Why does each additional gigapascal squeeze a GaAs crystal less than the one before? Near zero pressure, one gigapascal takes away about 1.7 % of the starting volume. Between 20 and 40 GPa it takes away only about 0.4 %. The crystal grows stiffer as it shrinks, and the same stiffening shapes the energy it stores.

Zincblende GaAs, relaxed under hydrostatic pressure at zero temperature with its symmetry (F-43m) kept, in Ansatz 0.2.0 with the PBE functional, scalar-relativistic PAW and no spin polarisation. The plane-wave cutoff is 420 eV and the Gaussian smearing 0.01 eV. Changes are relative to the cell relaxed at zero pressure (conventional a = 5.746 Å, 23.71 Å³ per atom).

```
applied pressure (GPa)    k mesh  volume change (%)  enthalpy change (eV/atom)  a change (%)  energy change (meV/atom)
                    -2  10×10×10               3.70                     -0.301          1.22                       5.8
                     2  10×10×10              -3.05                      0.291         -1.03                       4.3
                     5  10×10×10              -6.79                      0.713         -2.32                      23.5
                    10  10×10×10             -11.63                      1.384         -4.04                      76.5
                    20  12×12×12             -18.52                      2.638         -6.60                     225.8
                    40  12×12×12             -27.19                      4.910        -10.03                     599.3
```

A negative applied pressure means that the crystal is pulled equally in all directions. The volume change and the a change (the change in length of a cell edge) are relative to the cell relaxed at zero pressure. Pulling at 2 GPa expands the crystal by 3.70 %, while pushing at 2 GPa shrinks it by only 3.05 %. The stiffening therefore already shows in the two mildest rows, as a difference between tension and compression.

A good measure of stiffness is the bulk modulus, the pressure needed per fractional change of volume. Its mean value is about 59 GPa between the rows at −2 and 2 GPa, and about 178 GPa between those at 20 and 40 GPa. It rises from each interval to the next, and between 20 and 40 GPa the crystal is on average about three times as stiff as near zero pressure. Real GaAs leaves the zincblende structure at very roughly 17 GPa, a recalled value. The last two rows thus describe zincblende beyond that point, because the relaxation keeps the symmetry and cannot pass to another structure. They do not describe the material found in a press at those pressures. PBE also tends to make GaAs too soft, so the computed volume changes are probably somewhat too large.

The structure leaves the crystal only one way to give in. Each atom sits at the centre of a tetrahedron of four neighbours, and symmetry fixes both its position and the bond angles. No bond can rotate out of the way, so every loss of volume is a shortening of the Ga–As bonds. Because volume goes as the cube of length, bonds 10 % shorter at 40 GPa mean a crystal about 27 % smaller.

Would ordinary springs in place of the bonds stiffen in the same way? Let r be the bond length, r₀ its value at zero pressure, and K a fixed spring constant per atom. The energy E and volume V per atom are then

E = ½ K (r − r₀)²,  V = c r³

where c is a constant set by the tetrahedral geometry. The pressure p is the energy gained per volume lost, p = −dE/dV. With x = r/r₀ and B₀ for the bulk modulus at zero pressure, this gives

p = 3 B₀ (1 − x) / x²

The x² in the denominator is pure geometry: as the crystal shrinks, each bond has a smaller area to support, so the same spring force balances a higher pressure. Even perfect springs would therefore make a crystal that stiffens somewhat.

The row at 40 GPa shows how far geometry goes. The edge has shrunk by 10.03 %, so x = 0.8997, and B₀ = 59.4 GPa is taken from the rows at −2 and 2 GPa:

p = 3 × 59.4 GPa × 0.1003 / 0.8997² ≈ 22 GPa

Fixed springs would thus reach the computed volume at little more than half the pressure that was really applied. The row at 40 GPa played no part in setting B₀, so the shortfall is a real failure of the fixed spring. It grows steadily from 2 to 40 GPa, as the printed output after this text shows. Under tension the error is reversed, and the springs pull back about 6 % too strongly.

What the model lacks is a bond that hardens when it is shortened and softens when it is stretched. Theory supplies the reason. When the atoms approach, their filled shells and bonding electrons are pressed into less space, and the Pauli principle forces the electrons to higher kinetic energy. This repulsion climbs more steeply than the attraction that holds the bond together, so each further step inward costs more force than the last. On stretching, the repulsion fades quickly and the restoring force grows less than in proportion. The table gives only changes in the total energy, so this division into repulsion and attraction is an argument and not a result of the table.

The energy change carries the same message. It is the work stored in the crystal, which is the area under the curve of pressure against volume change. If the pressure rose in a straight line with the volume lost, the crystal would store half of the final pressure times the volume change. At 40 GPa the crystal stores only 37 % of that product, because most of the shrinking happened early, while the pressure was still low. At −2 GPa it stores 53 %, slightly more than half, as a softening material should.

The enthalpy change looks quite different: it is negative under tension, positive under compression and roughly proportional to the pressure. The enthalpy is H = E + pV, and its second term dominates, with 88 % of the change at 40 GPa. Since a small step in pressure changes H by the volume times that step, the slope of the enthalpy is simply the volume per atom. The flattening of the enthalpy curve at high pressure is the shrinking crystal seen once more. A large enthalpy change is therefore no sign of strained bonds; the energy change is the better guide to those.

Two rows invite suspicion because the electronic structure changes there. At −2 GPa the gap between filled and empty bands closes. PBE is known to make gaps too small: at zero pressure it gives GaAs only 0.16 eV, where the real gap is roughly 1.4 eV (recalled), so a slight stretch can close it. Between 10 and 20 GPa the lowest empty state moves to another point of the band structure, and by 40 GPa the smallest gap is shrinking again. The bulk modulus rises through both changes without a visible kink. That is reasonable, because the volume is set by the energy of the occupied states. Where the gap closes, the bands only touch, so few electrons are affected; the later change is a reordering among empty states, which leaves that energy alone.

For practical work the lesson is how soon a constant rate of shrinking goes wrong. The mean rate between −2 and 2 GPa is 1.69 % of the starting volume per gigapascal. Used as a straight line, it overstates the shrinkage by about a tenth at 2 GPa and by about a quarter at 5 GPa. At 40 GPa it would predict 1.69 × 40 ≈ 68 %, against the computed 27 %. A bulk modulus measured near zero pressure is thus safe for loads that are small beside the modulus itself; beyond a few per cent of it, the stiffening has to be included.

Printed output of the fit:

```
Response between each row and the row before:
  row  volume lost per GPa (% of start)  mean bulk modulus (GPa)  bond length in this row (A)
   -2                               n/a                      n/a                        2.518
    2                             1.688                    59.43                        2.463
    5                             1.247                    76.26                         2.43
   10                             0.968                    93.77                        2.388
   20                             0.689                    123.2                        2.324
   40                            0.4335                    177.8                        2.238
Mean bulk modulus from -2 to 0 GPa (GPa): 55.05
Mean bulk modulus from 0 to 2 GPa (GPa): 64.57
Pressure that fixed bond springs would need for the computed volume:
  row  spring pressure (GPa)  share of applied pressure
   -2                  -2.12                       1.06
    2                   1.87                     0.9348
    5                  4.328                     0.8657
   10                  7.817                     0.7817
   20                  13.49                     0.6744
   40                  22.11                     0.5528
Energy and enthalpy:
  row  pV term (eV/atom)  stored energy over p times volume change  enthalpy slope from row before (A3/atom)  volume (A3/atom)
   -2             -0.307                                    0.5296                                       n/a             24.59
    2              0.287                                    0.4763                                     23.71             22.99
    5             0.6898                                    0.4677                                     22.54              22.1
   10              1.308                                    0.4444                                      21.5             20.96
   20              2.412                                    0.4119                                     20.09             19.32
   40              4.311                                    0.3723                                      18.2             17.27
PBE gaps on the mesh:
  row  smallest gap (eV)  smallest direct gap (eV)
   -2                  0                         0
    2             0.3851                    0.3851
    5             0.6807                    0.6807
   10              1.094                     1.094
   20               1.13                     1.744
   40             0.8253                     2.673
Volume change at -2 GPa over that at 2 GPa, sizes: 1.213
Energy change at -2 GPa over that at 2 GPa: 1.349
Volume change at 40 GPa over that at 2 GPa: 8.915
Share of the pV term in the enthalpy change at 40 GPa (%): 87.79
Three times the edge change at 40 GPa (%): -30.09
```
